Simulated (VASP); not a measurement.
VASP 6.6.1 run: HgTe

INCAR

```
IBRION = 2
MAGMOM = -0.5 0.5
GGA = PE
LASPH = .FALSE.
EDIFF = 1E-7
LREAL = .FALSE.
ISMEAR = -1
LWAVE = .FALSE.
SIGMA = 0.02
NELM = 120
LCHARG = .FALSE.
EDIFFG = -5E-3
NBANDS = 16
ISPIN = 2
NSW = 40
PREC = Accurate
ISIF = 3
ENCUT = 600
```

KPOINTS

```
KPOINTS created by Atomic Simulation Environment
0
Gamma
6 6 6
0 0 0
```

POSCAR

```
Hg Te
 1.0000000000000000
     0.0000000000000000    3.1072991488000001    3.1072991488000001
     3.1072991488000001    0.0000000000000000    3.1072991488000001
     3.1072991488000001    3.1072991488000001    0.0000000000000000
 Hg  Te
   1   1
Cartesian
  0.0000000000000000  0.0000000000000000  0.0000000000000000
  1.5536495744000001  1.5536495744000001  1.5536495744000001
```

The recommended PBE PAW datasets give the neutral cell 18 valence electrons.

Command

```
mpirun -np 1 vasp_std
```

OSZICAR

```
N       E                     dE             d eps       ncg     rms          rms(c)
DAV:   1     0.117070505724E+03    0.11707E+03   -0.87396E+03  1024   0.110E+03
DAV:   2     0.458459772759E+00   -0.11661E+03   -0.10857E+03  1184   0.250E+02
DAV:   3    -0.337414443875E+01   -0.38326E+01   -0.38230E+01  1272   0.458E+01
DAV:   4    -0.340781861416E+01   -0.33674E-01   -0.33672E-01  1464   0.400E+00
DAV:   5    -0.340792263042E+01   -0.10402E-03   -0.10402E-03  1344   0.193E-01    0.102E+01
DAV:   6    -0.323012674931E+01    0.17780E+00   -0.44953E-01  1208   0.943E+00    0.746E+00
DAV:   7    -0.322079345136E+01    0.93333E-02   -0.13162E-01  1192   0.261E+00    0.342E+00
DAV:   8    -0.322047246831E+01    0.32098E-03   -0.14924E-02  1128   0.112E+00    0.156E+00
DAV:   9    -0.321924327634E+01    0.12292E-02   -0.95474E-04  1248   0.285E-01    0.391E-01
DAV:  10    -0.321931491157E+01   -0.71635E-04   -0.52579E-04  1224   0.178E-01    0.161E-01
...
   4 F= -.36383912E+01 E0= -.36382143E+01  d E =-.418992E+00  mag=    -0.0000
       N       E                     dE             d eps       ncg     rms          rms(c)
DAV:   1    -0.363868751455E+01   -0.29631E-03   -0.53576E-03  1200   0.753E-01    0.128E-01
DAV:   2    -0.363843304628E+01    0.25447E-03   -0.56957E-04  1096   0.307E-01    0.411E-02
DAV:   3    -0.363840732524E+01    0.25721E-04   -0.60755E-05  1184   0.663E-02    0.397E-02
DAV:   4    -0.363840484858E+01    0.24767E-05   -0.76922E-06  1184   0.181E-02    0.674E-03
DAV:   5    -0.363840495828E+01   -0.10971E-06   -0.10012E-06  1176   0.106E-02    0.566E-03
DAV:   6    -0.363840515082E+01   -0.19253E-06   -0.18276E-07   960   0.384E-03    0.194E-03
DAV:   7    -0.363840514980E+01    0.10189E-08   -0.36109E-08   528   0.184E-03
   5 F= -.36384051E+01 E0= -.36382283E+01  d E =-.139308E-04  mag=    -0.0000
```

```csv
ionic step,ΔE (meV/atom),volume (Å³),largest force (eV/Å),pressure (GPa),electronic steps
1,0.0,60.00,0.000,12.06,16
2,-171.7,81.83,0.000,-2.69,15
3,-209.5,73.57,0.000,0.09,12
4,-209.5,73.86,0.000,-0.04,7
5,-209.5,73.76,0.000,0.00,7
```

It converged. Results: relaxed cell vector lengths 4.707, 4.707, 4.707 Å; relaxed cell volume 73.76 Å³; magnetic moment of the cell 0.00 μB.

 The volume moved far on the plane waves of the start cell, so a restart from CONTCAR is due.

For comparison, a separate PBE relaxation on usual settings, not on those above, ends at 73.81 Å³.

The run above took about 3.5 min on one core of a shared host (Intel Xeon Platinum 8488C) and held 0.26 GiB at most.
